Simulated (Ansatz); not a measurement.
CsCl:
```
CsCl
1.0
    4.06815     0.00000     0.00000
    0.00000     4.06815     0.00000
    0.00000     0.00000     4.06815
Cs Cl
1 1
Direct
  0.00000   0.00000   0.00000
  0.50000   0.50000   0.50000
```

Relaxed with PBEsol.

### Question
Decompose the optical modes at the zone centre into irreducible representations, and say which are infrared and Raman allowed.

### Answer
Point group m-3m: Γ_opt = T1u. Infrared: T1u. Raman: none.

### Question
Assign frequencies (DFPT, the program Ansatz at the PBEsol level (PAW); without the LO–TO term).

### Answer
T1u 93 cm⁻¹.

Space group Pm-3m (CsCl type). Symmetry was held in the PBEsol relaxation; phonons on a q-mesh show no instability. Spin–orbit coupling is left out wherever it is not named.

Potentials: the later of the program's two PAW sets.
